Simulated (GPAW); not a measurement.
# Pd (Fm-3m) in GPAW: further runs

One crystal, Pd, is run at these levels: PBE; tasks: single point.

Everything below comes from runs of GPAW 26.7.0. Logs are shortened: lines on timing, memory, paths and dates and some standing lists are left out, and cuts for length are marked. The log counts tension as positive stress, the text compression.

## Step 1: The structure

The structure is cubic, space group Fm-3m (No. 225). The conventional cell has a = 3.893 Å, b = 3.893 Å, c = 3.893 Å, α = 90.00°, β = 90.00°, γ = 90.00°. Around Pd (site symmetry m-3m) lie 12 Pd at 2.75 Å.

## Step 2: Single point, PBE (volume scaled by 1.08)

Contents of run.py:

```python
from ase.dft.bandgap import bandgap
from ase.io import read, write
from ase.units import GPa
from gpaw import GPAW, PW

atoms = read('POSCAR')

calc = GPAW(mode=PW(500),
            xc='PBE',
            kpts={'size': (9, 9, 9), 'gamma': True},
            occupations={'name': 'fermi-dirac', 'width': 0.01},
            nbands=17,
            convergence={'density': 1e-05, 'energy': 1e-05},
            maxiter=150,
            txt='gpaw.txt')
atoms.calc = calc
energy = atoms.get_potential_energy()
forces = atoms.get_forces()
stress = atoms.get_stress()
calc.write('gs.gpw')
write('result.traj', atoms)
print(f'Energy: {energy:.6f} eV')
print('Forces (eV/A):')
print(forces.round(4))
print('Stress (GPa):', (stress / GPa).round(3))
print('Fermi level:', round(calc.get_fermi_level(), 4), 'eV')
print(f'Gap: {bandgap(calc)[0]:.4f} eV, direct: {bandgap(calc, direct=True)[0]:.4f} eV')
```

Contents of POSCAR:

```
Pd
1.0
    0.0000000000      1.9970809081      1.9970809081
    1.9970809081      0.0000000000      1.9970809081
    1.9970809081      1.9970809081      0.0000000000
Pd
1
Direct
    0.0000000000      0.0000000000      0.0000000000
```

Potentials or basis: GPAW PAW data sets (gpaw-data 1.2.1), pw.

Launch:

```bash
$ OMP_NUM_THREADS=1 python run.py
```

gpaw.txt:

```text
__  _  _
 | _ |_)|_||  |
 |__||  | ||/\| - 26.7.0

Input parameters:
  mode=PW(ecut=500.0),
  convergence={'density': 1e-05, 'energy': 1e-05},
  kpts=MonkhorstPack(size=(9, 9, 9), gamma=True),
  maxiter=150,
  nbands=17,
  occupations=Occupations(name='fermi-dirac', width=0.01),
  xc=XC(name='PBE')

Diagonalizing LCAO Hamiltonian
Converting LCAO to pw mode

       Pd

Atoms  # Å, Bohr magnetons
|   | symbol |        x |        y |        z |    initial magnetic moments |
|---|--------|----------|----------|----------|-----------------------------|
| 0 |     Pd | 0.000000 | 0.000000 | 0.000000 | ( 0.0000,  0.0000,  0.0000) |

Unit cell  # Å
| periodic |        x |        y |        z |  lengths |    angles |
|----------|----------|----------|----------|----------|-----------|
|      yes | 0.000000 | 1.997081 | 1.997081 | 2.824299 | 60.000000 |
|      yes | 1.997081 | 0.000000 | 1.997081 | 2.824299 | 60.000000 |
|      yes | 1.997081 | 1.997081 | 0.000000 | 2.824299 | 60.000000 |

Number of symmetries: 48
Symmetry operations  # r_c * U_cc + t_c -> r_c
|    | kind |            matrix            |
|----|------|------------------------------|
|  0 |  σ   |  1, 0, 0,  1, 0,-1,  1,-1, 0 |
|  1 |  C2  |  1, 0, 0,  1,-1, 0,  1, 0,-1 |
|  2 |  E   |  1, 0, 0,  0, 1, 0,  0, 0, 1 |
|  3 |  σ   |  1, 0, 0,  0, 0, 1,  0, 1, 0 |
|  4 |  C4  |  1, 0,-1,  1, 0, 0,  1,-1, 0 |
|  5 |  S6  |  1, 0,-1,  1,-1, 0,  1, 0, 0 |
|  6 |  σ   |  1, 0,-1,  0, 1,-1,  0, 0,-1 |
|  7 |  C3  |  1, 0,-1,  0, 0,-1,  0, 1,-1 |
|  8 |  S6  |  1,-1, 0,  1, 0, 0,  1, 0,-1 |
|  9 |  C4  |  1,-1, 0,  1, 0,-1,  1, 0, 0 |
| 10 |  C3  |  1,-1, 0,  0,-1, 1,  0,-1, 0 |
| 11 |  σ   |  1,-1, 0,  0,-1, 0,  0,-1, 1 |
| 12 |  σ   |  0, 1, 0,  1, 0, 0,  0, 0, 1 |
| 13 |  C4  |  0, 1, 0,  0, 1,-1, -1, 1, 0 |
| 14 |  C3  |  0, 1, 0,  0, 0, 1,  1, 0, 0 |
| 15 |  S6  |  0, 1, 0, -1, 1, 0,  0, 1,-1 |
| 16 |  C2  |  0, 1,-1,  1, 0,-1,  0, 0,-1 |
| 17 |  σ   |  0, 1,-1,  0, 1, 0, -1, 1, 0 |
| 18 |  S4  |  0, 1,-1,  0, 0,-1,  1, 0,-1 |
| 19 |  C4  |  0, 1,-1, -1, 1, 0,  0, 1, 0 |
| 20 |  C3  |  0, 0, 1,  1, 0, 0,  0, 1, 0 |
| 21 |  σ   |  0, 0, 1,  0, 1, 0,  1, 0, 0 |
| 22 |  S6  |  0, 0, 1,  0,-1, 1, -1, 0, 1 |
| 23 |  C4  |  0, 0, 1, -1, 0, 1,  0,-1, 1 |
| 24 |  S4  |  0, 0,-1,  1, 0,-1,  0, 1,-1 |
| 25 |  C3  |  0, 0,-1,  0, 1,-1,  1, 0,-1 |
| 26 |  C2  |  0, 0,-1,  0,-1, 0, -1, 0, 0 |
| 27 |  S6  |  0, 0,-1, -1, 0, 0,  0,-1, 0 |
| 28 |  S4  |  0,-1, 1,  1,-1, 0,  0,-1, 0 |
| 29 |  C4  |  0,-1, 1,  0, 0, 1, -1, 0, 1 |
| 30 |  C2  |  0,-1, 1,  0,-1, 0,  1,-1, 0 |
| 31 |  σ   |  0,-1, 1, -1, 0, 1,  0, 0, 1 |
| 32 |  C3  |  0,-1, 0,  1,-1, 0,  0,-1, 1 |
| 33 |  S6  |  0,-1, 0,  0, 0,-1, -1, 0, 0 |
| 34 |  S4  |  0,-1, 0,  0,-1, 1,  1,-1, 0 |
| 35 |  C2  |  0,-1, 0, -1, 0, 0,  0, 0,-1 |
| 36 |  C2  | -1, 1, 0,  0, 1, 0,  0, 1,-1 |
| 37 |  S6  | -1, 1, 0,  0, 1,-1,  0, 1, 0 |
| 38 |  S4  | -1, 1, 0, -1, 0, 1, -1, 0, 0 |
| 39 |  C3  | -1, 1, 0, -1, 0, 0, -1, 0, 1 |
| 40 |  S6  | -1, 0, 1,  0, 0, 1,  0,-1, 1 |
| 41 |  C2  | -1, 0, 1,  0,-1, 1,  0, 0, 1 |
| 42 |  C3  | -1, 0, 1, -1, 1, 0, -1, 0, 0 |
| 43 |  S4  | -1, 0, 1, -1, 0, 0, -1, 1, 0 |
| 44 |  C2  | -1, 0, 0,  0, 0,-1,  0,-1, 0 |
| 45 |  i   | -1, 0, 0,  0,-1, 0,  0, 0,-1 |
| 46 |  σ   | -1, 0, 0, -1, 1, 0, -1, 0, 1 |
| 47 |  C2  | -1, 0, 0, -1, 0, 1, -1, 1, 0 |

BZ-sampling:
  Number of BZ points: 729
  Number of IBZ points: 35

  Monkhorst-Pack size: [9, 9, 9]
  Monkhorst-Pack shift: [0, 0, 0]

K-points  # in reciprocal-cell coordinates
|     |                                coordinates |     weight |
|-----|--------------------------------------------|------------|
|   0 | (  0.00000000,   0.00000000,   0.00000000) | 0.00137174 |
|   1 | (  0.11111111,   0.11111111,   0.00000000) | 0.00823045 |
|   2 | (  0.11111111,   0.11111111,   0.11111111) | 0.01097394 |
|   3 | (  0.22222222,   0.11111111,   0.11111111) | 0.01646091 |
|   4 | (  0.22222222,   0.22222222,   0.00000000) | 0.00823045 |
|   5 | (  0.22222222,   0.22222222,   0.11111111) | 0.03292181 |
|   6 | (  0.22222222,   0.22222222,   0.22222222) | 0.01097394 |
|   7 | (  0.33333333,   0.22222222,   0.11111111) | 0.03292181 |
|   8 | (  0.33333333,   0.22222222,   0.22222222) | 0.03292181 |
|   9 | (  0.33333333,   0.33333333,  -0.33333333) | 0.01646091 |
| ... |                                            |            |
|  34 | (  0.44444444,   0.44444444,   0.44444444) | 0.01097394 |

Plane wave coefficients: 419
Cutoff: 500.0 eV

Spin-components: 1 (collinear spins)
Bands:           17
Projectors:      6
Spin-degeneracy: 2
Datatype:        complex128

Density:
  Valence electrons: 16.0
  Components: 1
  Grid points: [15 15 15]
  Charge: 0.0  # |e|

Potential:
  Grid points: [15 15 15]

species:
  Pd:
    name:    Palladium
    Z:       46.0
    valence: 16
    core:    30
    charge:  0.0  # [|e|]
    compensation charges:
      type: gauss
      rc: 0.38  # [Å]
      lmax: 2
    cutoffs:
      filter: 2.38  # [Å]
      core: 2.28  # [Å]
    projectors
    | kind |    occ | energy [eV] | rcut [Å] |
    |------|--------|-------------|----------|
    |   5s |  0.000 |      -3.315 |    1.228 |
    |   4p |  6.000 |     -51.209 |    1.360 |
    |   5p |  0.000 |      -0.314 |    1.360 |
    |   4d | 10.000 |      -4.047 |    1.228 |
    |    s |        |      23.896 |    1.228 |
    |    d |        |      23.165 |    1.228 |

    Using partial waves for Pd as LCAO basis

Reference energy: -137227.490718  # eV

eigensolver:
  PPCG
  Converge bands: occupied
  niter=2

density mixing:
  MSR1-Mixer
  Pratt-step length: 0.05
  Maximum mixing coefficient: 0.75
  Old densities: 10
  SVD Regularization: 0.005
  Good broyden scale: 1.0
  Trust region scale: 1.0
  Backstep threshold: 4.0
  History deletion threshold: 6.0
  Fourier metric: weight=20.0, sigma=0.015

occupation numbers:
  Fermi-Dirac:
    width: 0.0100  # eV

poisson solver:
  ecut: 4000.0  # eV

xc functional:
[... 9 lines left out ...]
|iter     | |      energy | eigst |  dens |
|---------|-|-------------|-------|-------|
|iter:   1| |   -4.896651 | -0.28 |       |
|iter:   2| |   -4.635177 | -2.61 | -0.97 |
|iter:   3| |   -3.878561 | -1.40 | -1.02 |
|iter:   4| |   -3.870176 | -3.36 | -1.99 |
|iter:   5| |   -3.867526 | -3.52 | -2.16 |
|iter:   6| |   -3.867531 | -5.99 | -3.69 |
|iter:   7| |   -3.867532c| -7.07 | -4.03 |
|iter:   8| |   -3.867532c| -8.49c| -5.15c|

Converged in 8 steps
Energy contributions relative to reference atoms: (reference = -137227.490718)

Energy contributions:
  Kinetic:          -6.473954
  Coulomb:           1.181653
  Zero:             -0.154015
  External:          0.000000
  Xc:                1.579070
  Entropy:          -0.000571
  Spinorbit:         0.000000
  ----------------------------
  Free energy:      -3.867817
  Extrapolated:     -3.867532

dipole moment: (-11.837671, -11.837671, -11.837671)  # |e|*Ang

Fermi level: 8.213
Eigenvalues  # (at kpt = [0.000, 0.000, 0.000])
| band index |      eig [eV] | occ [0-2] |
|------------|---------------|-----------|
|          0 |       -41.256 |     2.000 |
|          1 |       -41.256 |     2.000 |
|          2 |       -41.256 |     2.000 |
|          3 |         1.713 |     2.000 |
|          4 |         5.742 |     2.000 |
|          5 |         5.742 |     2.000 |
[... 9 lines left out ...]
|         15 |        37.042 |     0.000 |
|         16 |        37.042 |     0.000 |

No gap
No difference between direct/indirect transitions

Forces  # eV/Ang
|       x |       y |       z |
|---------|---------|---------|
| 0.00000 | 0.00000 | 0.00000 |  # Pd   0

Stress tensor  # eV/Ang^3
|         x |        y |         z |
|-----------|----------|-----------|
|  0.041937 | 0.000000 | -0.000000 |
|  0.000000 | 0.041937 |  0.000000 |
| -0.000000 | 0.000000 |  0.041937 |

# Writing to gs.gpw (mode='')
```

Wall time 4.4 s (1 thread of Arm Neoverse V2, shared host); peak memory 0.12 GiB.

What came out:

```
Free energy            : -3.8678 eV
Pressure               : -6.7 GPa
Band gap on the k mesh : none (metal or under the smearing width)
```

Caveat: the cutoff is short for stress and forces, so pressures can be off by a GPa or more.

## Step 3: Single point, PBE

run.py: that of step 2 with these lines changed.

```diff
@@ -5,5 +5,5 @@
 
-atoms = read('POSCAR')
+atoms = read('Pd.xyz')
 
-calc = GPAW(mode=PW(500),
+calc = GPAW(mode=PW(400),
             xc='PBE',
```

Contents of Pd.xyz:

```xyz
1
Lattice="0.0000000000 1.9465000000 1.9465000000 1.9465000000 0.0000000000 1.9465000000 1.9465000000 1.9465000000 0.0000000000" Properties=species:S:1:pos:R:3 pbc="T T T"
Pd     0.0000000000      0.0000000000      0.0000000000
```

Potentials or basis: GPAW PAW data sets (gpaw-data 1.2.1), pw.

Launch:

```bash
$ OMP_NUM_THREADS=1 python run.py
```

gpaw.txt:

```text
__  _  _
 | _ |_)|_||  |
 |__||  | ||/\| - 26.7.0

Input parameters:
  mode=PW(ecut=400.0),
  convergence={'density': 1e-05, 'energy': 1e-05},
  kpts=MonkhorstPack(size=(9, 9, 9), gamma=True),
  maxiter=150,
  nbands=17,
  occupations=Occupations(name='fermi-dirac', width=0.01),
  xc=XC(name='PBE')

Diagonalizing LCAO Hamiltonian
Converting LCAO to pw mode

       Pd

Atoms  # Å, Bohr magnetons
|   | symbol |        x |        y |        z |    initial magnetic moments |
|---|--------|----------|----------|----------|-----------------------------|
| 0 |     Pd | 0.000000 | 0.000000 | 0.000000 | ( 0.0000,  0.0000,  0.0000) |

Unit cell  # Å
| periodic |        x |        y |        z |  lengths |    angles |
|----------|----------|----------|----------|----------|-----------|
|      yes | 0.000000 | 1.946500 | 1.946500 | 2.752767 | 60.000000 |
|      yes | 1.946500 | 0.000000 | 1.946500 | 2.752767 | 60.000000 |
|      yes | 1.946500 | 1.946500 | 0.000000 | 2.752767 | 60.000000 |

Number of symmetries: 48
Symmetry operations  # r_c * U_cc + t_c -> r_c
|    | kind |            matrix            |
|----|------|------------------------------|
|  0 |  σ   |  1, 0, 0,  1, 0,-1,  1,-1, 0 |
|  1 |  C2  |  1, 0, 0,  1,-1, 0,  1, 0,-1 |
|  2 |  E   |  1, 0, 0,  0, 1, 0,  0, 0, 1 |
|  3 |  σ   |  1, 0, 0,  0, 0, 1,  0, 1, 0 |
|  4 |  C4  |  1, 0,-1,  1, 0, 0,  1,-1, 0 |
|  5 |  S6  |  1, 0,-1,  1,-1, 0,  1, 0, 0 |
|  6 |  σ   |  1, 0,-1,  0, 1,-1,  0, 0,-1 |
|  7 |  C3  |  1, 0,-1,  0, 0,-1,  0, 1,-1 |
|  8 |  S6  |  1,-1, 0,  1, 0, 0,  1, 0,-1 |
|  9 |  C4  |  1,-1, 0,  1, 0,-1,  1, 0, 0 |
| 10 |  C3  |  1,-1, 0,  0,-1, 1,  0,-1, 0 |
| 11 |  σ   |  1,-1, 0,  0,-1, 0,  0,-1, 1 |
| 12 |  σ   |  0, 1, 0,  1, 0, 0,  0, 0, 1 |
| 13 |  C4  |  0, 1, 0,  0, 1,-1, -1, 1, 0 |
| 14 |  C3  |  0, 1, 0,  0, 0, 1,  1, 0, 0 |
| 15 |  S6  |  0, 1, 0, -1, 1, 0,  0, 1,-1 |
| 16 |  C2  |  0, 1,-1,  1, 0,-1,  0, 0,-1 |
| 17 |  σ   |  0, 1,-1,  0, 1, 0, -1, 1, 0 |
| 18 |  S4  |  0, 1,-1,  0, 0,-1,  1, 0,-1 |
| 19 |  C4  |  0, 1,-1, -1, 1, 0,  0, 1, 0 |
| 20 |  C3  |  0, 0, 1,  1, 0, 0,  0, 1, 0 |
| 21 |  σ   |  0, 0, 1,  0, 1, 0,  1, 0, 0 |
| 22 |  S6  |  0, 0, 1,  0,-1, 1, -1, 0, 1 |
| 23 |  C4  |  0, 0, 1, -1, 0, 1,  0,-1, 1 |
| 24 |  S4  |  0, 0,-1,  1, 0,-1,  0, 1,-1 |
| 25 |  C3  |  0, 0,-1,  0, 1,-1,  1, 0,-1 |
| 26 |  C2  |  0, 0,-1,  0,-1, 0, -1, 0, 0 |
| 27 |  S6  |  0, 0,-1, -1, 0, 0,  0,-1, 0 |
| 28 |  S4  |  0,-1, 1,  1,-1, 0,  0,-1, 0 |
| 29 |  C4  |  0,-1, 1,  0, 0, 1, -1, 0, 1 |
| 30 |  C2  |  0,-1, 1,  0,-1, 0,  1,-1, 0 |
| 31 |  σ   |  0,-1, 1, -1, 0, 1,  0, 0, 1 |
| 32 |  C3  |  0,-1, 0,  1,-1, 0,  0,-1, 1 |
| 33 |  S6  |  0,-1, 0,  0, 0,-1, -1, 0, 0 |
| 34 |  S4  |  0,-1, 0,  0,-1, 1,  1,-1, 0 |
| 35 |  C2  |  0,-1, 0, -1, 0, 0,  0, 0,-1 |
| 36 |  C2  | -1, 1, 0,  0, 1, 0,  0, 1,-1 |
| 37 |  S6  | -1, 1, 0,  0, 1,-1,  0, 1, 0 |
[... 53 lines left out ...]
  Pd:
    name:    Palladium
    Z:       46.0
    valence: 16
    core:    30
    charge:  0.0  # [|e|]
    compensation charges:
      type: gauss
      rc: 0.38  # [Å]
      lmax: 2
    cutoffs:
      filter: 2.38  # [Å]
      core: 2.28  # [Å]
    projectors
    | kind |    occ | energy [eV] | rcut [Å] |
    |------|--------|-------------|----------|
    |   5s |  0.000 |      -3.315 |    1.228 |
    |   4p |  6.000 |     -51.209 |    1.360 |
    |   5p |  0.000 |      -0.314 |    1.360 |
    |   4d | 10.000 |      -4.047 |    1.228 |
    |    s |        |      23.896 |    1.228 |
    |    d |        |      23.165 |    1.228 |

    Using partial waves for Pd as LCAO basis

Reference energy: -137227.490718  # eV

eigensolver:
  PPCG
  Converge bands: occupied
  niter=2

density mixing:
  MSR1-Mixer
  Pratt-step length: 0.05
  Maximum mixing coefficient: 0.75
  Old densities: 10
  SVD Regularization: 0.005
  Good broyden scale: 1.0
  Trust region scale: 1.0
  Backstep threshold: 4.0
  History deletion threshold: 6.0
  Fourier metric: weight=20.0, sigma=0.015

occupation numbers:
  Fermi-Dirac:
    width: 0.0100  # eV

poisson solver:
  ecut: 3200.0  # eV

xc functional:
[... 9 lines left out ...]
|iter     | |      energy | eigst |  dens |
|---------|-|-------------|-------|-------|
|iter:   1| |   -4.832935 | -0.33 |       |
|iter:   2| |   -4.592018 | -2.64 | -0.98 |
|iter:   3| |   -3.846205 | -1.50 | -1.03 |
|iter:   4| |   -3.836285 | -3.65 | -2.03 |
|iter:   5| |   -3.832962 | -3.91 | -2.18 |
|iter:   6| |   -3.832964 | -6.50 | -3.77 |
|iter:   7| |   -3.832964c| -7.54c| -4.10 |
|iter:   8| |   -3.832964c| -9.02c| -5.35c|

Converged in 8 steps
Energy contributions relative to reference atoms: (reference = -137227.490718)

Energy contributions:
  Kinetic:          -1.696016
  Coulomb:          -2.817731
  Zero:             -0.106016
  External:          0.000000
  Xc:                0.787046
  Entropy:          -0.000494
  Spinorbit:         0.000000
  ----------------------------
  Free energy:      -3.833212
  Extrapolated:     -3.832964

dipole moment: (-11.562260, -11.562260, -11.562260)  # |e|*Ang

Fermi level: 9.450
Eigenvalues  # (at kpt = [0.000, 0.000, 0.000])
| band index |      eig [eV] | occ [0-2] |
|------------|---------------|-----------|
|          0 |       -40.206 |     2.000 |
|          1 |       -40.206 |     2.000 |
|          2 |       -40.206 |     2.000 |
|          3 |         2.363 |     2.000 |
|          4 |         6.640 |     2.000 |
|          5 |         6.640 |     2.000 |
[... 9 lines left out ...]
|         15 |        39.724 |     0.000 |
|         16 |        39.724 |     0.000 |

No gap
No difference between direct/indirect transitions

Forces  # eV/Ang
|        x |       y |       z |
|----------|---------|---------|
| -0.00000 | 0.00000 | 0.00000 |  # Pd   0

Stress tensor  # eV/Ang^3
|         x |         y |         z |
|-----------|-----------|-----------|
| -0.024106 |  0.000000 |  0.000000 |
|  0.000000 | -0.024106 |  0.000000 |
|  0.000000 |  0.000000 | -0.024106 |

# Writing to gs.gpw (mode='')
```

Run time: 5.3 s. Hardware: 1 thread of Arm Neoverse V1, shared host; peak memory 0.12 GiB.

These settings aren't checked as converged: the numbers below hold their error.

What came out:

| Quantity | Value |
| --- | --- |
| Free energy | -3.8332 eV |
| Pressure | 3.9 GPa |
| Band gap on the k mesh | none (metal or under the smearing width) |

Caveat: the cutoff is short for stress and forces, so pressures can be off by a GPa or more.
